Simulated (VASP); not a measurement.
# MnO (Fm-3m) in VASP: settings compared, part 4 of 4

VASP 6.6.1. The steps go on from the part before.

## (17) Equation of state, PBE, collinear spin, ferromagnetic start, 11.44 Å³/atom (volume scaled by 1.04)

The input, INCAR:

```
SYSTEM = MnO
PREC = Accurate
ENCUT = 520
EDIFF = 1E-7
ISMEAR = -1
SIGMA = 0.05
LREAL = .False.
LASPH = .True.
NELM = 100
ALGO = Normal
ISIF = 2
LWAVE = .False.
LCHARG = .False.
ISPIN = 2
MAGMOM = 4 0
LORBIT = 11
LMAXMIX = 4
GGA = PE
NBANDS = 20
```

The input, KPOINTS:

```
regular mesh
0
Gamma
  10 10 10
  0 0 0
```

The input, POSCAR:

```
MnO
1.0
    0.0000000000      2.2531730023      2.2531730023
    2.2531730023      0.0000000000      2.2531730023
    2.2531730023      2.2531730023      0.0000000000
Mn O
1 1
Direct
    0.0000000000      0.0000000000      0.0000000000
    0.5000000000      0.5000000000      0.5000000000
```

Run with:

```console
cat potpaw_PBE.64/Mn_pv/POTCAR potpaw_PBE.64/O/POTCAR > POTCAR
mpirun -np 1 vasp_std > vasp.out
```

Wall time 26 s (1 thread of Intel Xeon Platinum 8488C (Sapphire Rapids), shared host); peak memory 0.16 GiB.

It converged, with:

| Property | Result |
| --- | --- |
| Free energy | -16.3948 eV |
| Pressure | -4.4 GPa |
| Band gap on the k mesh | none (metal or under the smearing width) |
| Net moment | 4.85 μB per cell |
| Site moments | Mn +4.39; O +0.20 μB |
| Valence electrons inside the program's atomic spheres | Mn 11.31; O 4.96 |

Caveat: a cell with one magnetic atom can't hold antiferromagnetic order, which such compounds often take; semilocal functionals often make such compounds metallic where correlation or magnetic order opens a gap, which also shifts bond lengths.

## (18) Equation of state, PBE, collinear spin, ferromagnetic start, 11.66 Å³/atom (volume scaled by 1.06)

The input, INCAR:

```
SYSTEM = MnO
PREC     = Accurate       ! precision mode
ENCUT    = 520            ! plane-wave cutoff, eV
EDIFF    = 1E-7           ! SCF threshold, eV
ISMEAR   = -1             ! smearing method
SIGMA    = 0.05           ! smearing width, eV
LREAL    = .FALSE.        ! projectors in reciprocal space
LASPH    = .TRUE.         ! aspherical terms in the spheres
NELM     = 120            ! most SCF steps
ALGO     = Normal         ! electronic algorithm
ISIF     = 2              ! what is computed and relaxed
LWAVE    = .FALSE.        ! write WAVECAR
LCHARG   = .FALSE.        ! write CHGCAR
ISPIN    = 2              ! spin polarisation
MAGMOM   = 4 0            ! initial moments
LORBIT   = 11             ! projections on sites
LMAXMIX  = 4              ! l up to which the mixer works
GGA      = PE             ! functional
NBANDS   = 20             ! bands
```

The input, KPOINTS:

```
Automatic mesh
0
G
  10 10 10
  0 0 0
```

The input, POSCAR:

```
MnO
1.0
    0.0000000000      2.2675248097      2.2675248097
    2.2675248097      0.0000000000      2.2675248097
    2.2675248097      2.2675248097      0.0000000000
Mn O
1 1
Direct
    0.0000000000      0.0000000000      0.0000000000
    0.5000000000      0.5000000000      0.5000000000
```

Potentials or basis: VASP PAW PBE potentials, release 64 (Mn_pv, O).

Run with:

```console
cat potpaw_PBE.64/Mn_pv/POTCAR potpaw_PBE.64/O/POTCAR > POTCAR
mpirun -np 1 vasp_std > vasp.out
```

It took 34 s on 1 thread of Intel Xeon Platinum 8488C (Sapphire Rapids), shared host; peak memory 0.16 GiB.

The run converged. Its results:

```
Free energy                                           : -16.3808 eV
Pressure                                              : -6.1 GPa
Band gap on the k mesh                                : none (metal or under the smearing width)
Net moment                                            : 4.89 μB per cell
Site moments                                          : Mn +4.42; O +0.21 μB
Valence electrons inside the program's atomic spheres : Mn 11.30; O 4.95
```

Caveat: a cell with one magnetic atom can't hold antiferromagnetic order, which such compounds often take; semilocal functionals often make such compounds metallic where correlation or magnetic order opens a gap, which also shifts bond lengths.

## (19) Equation of state, PBE, collinear spin, ferromagnetic start

Potentials or basis: VASP PAW PBE potentials, release 64 (Mn_pv, O).

This step only gathers the single runs of the series.

Results:

```yaml
Equilibrium_volume: "11.03 Å³/atom (rough: see the caveat)"
Bulk_modulus: 115 GPa (rough)
```

Energy against volume, from the lowest point:
```tsv
volume (Å³/atom)	energy (meV/atom)
10.339	15.58
10.559	7.54
10.779	2.37
10.999	0.00
11.219	1.24
11.439	5.69
11.659	12.74
```

Caveat: the fit is doubtful: noisy points or a state that changes with volume.

## (20) Summary

```tsv
task	level	cell	ladder	gap on the mesh (eV)	pressure (GPa)	moment (μB)	largest force (eV/Å)
single point	PBEsol	as given	free	none	-6.9	4.77	-
single point	PBEsol	atoms moved at random, drawn with an rms of 0.05 Å	free	none	-6.2	4.78	0.29
equation of state	PBEsol	as given	free	-	-	-	-
single point	PBE	as given	-	none	0.2	4.79	-
single point	PBE	atoms moved at random, drawn with an rms of 0.05 Å	-	none	0.9	4.80	0.32
equation of state	PBE	as given	-	-	-	-	-
```

Alike in all rows: potentials or basis VASP PAW PBE potentials, release 64 (Mn_pv, O); spin collinear, ferromagnetic start; k mesh 10 × 10 × 10; cutoff (eV) 520; smearing fermi-dirac 0.05 eV.

Caveats: a cell with one magnetic atom can't hold antiferromagnetic order, which such compounds often take (some runs); semilocal functionals often make such compounds metallic where correlation or magnetic order opens a gap, which also shifts bond lengths (some runs); the PAW data sets were made with another functional, which shifts forces and pressure a little (some runs); the fit is doubtful: noisy points or a state that changes with volume (some runs).

Absolute energies hang on the potentials; compare differences alone.
